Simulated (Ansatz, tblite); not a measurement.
## A script for KF (GFN1-xTB)

These are simulated results from tblite 0.8.0, not measurements. The cell was built from a prototype and was relaxed with r2SCAN in plane waves (Ansatz 0.2.0). Not every such cell is a known phase. All runs are without spin polarisation.

It is hexagonal, P6_3/mmc (No. 194); conventional cell a = 4.485 Å, c = 5.271 Å, 22.96 Å³ an atom. K has 5 F at 2.59–2.64 Å; F has 5 K at 2.59–2.64 Å.

tblite solves periodic systems at the zone centre alone, so the script builds a cluster of 3×3×2 conventional cells (72 atoms), which folds in a coarse mesh of k points.

run.py reads:

```python
import json
from ase import Atoms
from ase.build import make_supercell
from ase.units import Bohr, GPa, Hartree
from tblite.interface import Calculator

atoms = Atoms(['K', 'K', 'F', 'F'],
              cell=[[4.485002, 0.0, 0.0], [-2.242501, 3.884126, 0.0], [0.0, 0.0, 5.271296]],
              scaled_positions=[[0.333333, 0.666667, -0.0625], [0.666667, 0.333333, 0.4375], [0.333333, 0.666667, 0.4375], [0.666667, 0.333333, 0.9375]],
              pbc=True)
cluster = make_supercell(atoms, [[3, 0, 0], [0, 3, 0], [0, 0, 2]])
calc = Calculator('GFN1-xTB', cluster.numbers, cluster.positions / Bohr, lattice=cluster.cell[:] / Bohr, periodic=cluster.pbc)
calc.set('temperature', 0.02 / Hartree)
calc.set('max-iter', 150)
res = calc.singlepoint()
levels = res.get('orbital-energies') * Hartree
nv = round(res.get('orbital-occupations').sum() / 2)
cells = len(cluster) // len(atoms)
out = {'energy_per_cell': res.get('energy') * Hartree / cells, 'homo': levels[nv - 1], 'lumo': levels[nv],
       'stress': (-res.get('virial') * Hartree / cluster.get_volume() / GPa).tolist(), 'charges': res.get('charges')[:len(atoms)].tolist(), 'electrons': 2 * nv / cells}
json.dump(out, open('results.json', 'w'))
for key, value in out.items():
    print(key, value)
```

Command: `python run.py`. It took 4.8 s on 1 thread of Intel(R) Xeon(R) Platinum 8259CL CPU @ 2.50GHz (Skylake/Cascade Lake), on a shared host, peak memory 0.1 GiB.

Output:

```
------------------------------------------------------------
  cycle        total energy    energy error   density error
------------------------------------------------------------
      1     -190.3341603392  -1.9027455E+02   7.0696273E-01
      2      671.4216119585   8.6175577E+02   1.5358931E+00
      3     -176.9827616831  -8.4840437E+02   4.3669734E-01
      4     -181.0275826842  -4.0448210E+00   2.3545805E-01
      5     -188.5249848918  -7.4974022E+00   1.9281134E-01
      6     -187.5009225236   1.0240624E+00   2.0080554E-01
      7     -201.5966019441  -1.4095679E+01   3.3884756E-02
      8     -200.4161550696   1.1804469E+00   5.3446337E-02
      9     -200.5007383931  -8.4583324E-02   5.0609407E-02
     10     -200.8091271578  -3.0838876E-01   4.4086958E-02
     11     -201.2515455272  -4.4241837E-01   3.0662120E-02
     12     -201.4869055675  -2.3536004E-01   2.1184432E-02
     13     -201.6271193044  -1.4021374E-01   1.1641701E-02
     14     -201.6705297187  -4.3410414E-02   6.5620291E-03
     15     -201.6859401695  -1.5410451E-02   3.0085079E-03
     16     -201.6891904298  -3.2502603E-03   1.4267448E-03
     17     -201.6899827894  -7.9235957E-04   5.4679453E-04
     18     -201.6900994980  -1.1670864E-04   2.1414603E-04
     19     -201.6901201371  -2.0639061E-05   2.6481388E-05
     20     -201.6901203934  -2.5633292E-07   1.2400660E-05
------------------------------------------------------------

 total:                                   4.008 sec
energy_per_cell -304.90376240705183
homo 13.924753785026757
lumo 15.900092559726088
stress [[-4.761191876671961, -0.007128071440206427, 0.00020185317806859304], [-0.00712807144020647, -4.769423460383687, -0.00011653997620494764], [0.00020185317806859385, -0.00011653997620492567, -3.086673910791599]]
charges [0.6316942236876726, 0.6316942238497494, -0.63213062712139, -0.632178946778629]
electrons 16.0
```

The cycle table is in hartree for the whole cluster, and the lines after it are in eV (the energy for one cell). The printed stress is in GPa and positive in compression, and the pressure is its mean diagonal.

GFN1-xTB gives a gap of 1.98 eV. On the same cell, plane-wave PBE (Ansatz, 6×6×6 k points and the special points) gives a gap of 5.38 eV and r2SCAN a gap of 5.96 eV; on shared hosts these took about 4 and 8.9 core-seconds on the 4-atom cell, against 4.8 for the script. Semilocal gaps usually lie below measured ones. xTB was fitted to molecules, so gaps, charges and pressures of solids can be far off, and the gap also depends on the size of the cluster.

The same script was run on cells scaled at fixed shape and fractional coordinates:

```csv
volume (Å³/atom),energy (meV/atom),"pressure (GPa, positive in compression)",gap (eV)
20.20,-62.7,-2.76,2.49
21.58,-34.4,-3.72,2.21
22.96,0.0,-4.21,1.98
24.33,36.0,-4.44,1.77
25.71,74.2,-4.44,1.59
```

The minimum lies beyond the smallest of these volumes.

xTB was fitted mostly to molecules, and a small cluster samples few k points, so gaps, pressures and kinks along a curve can be far from a solid's.
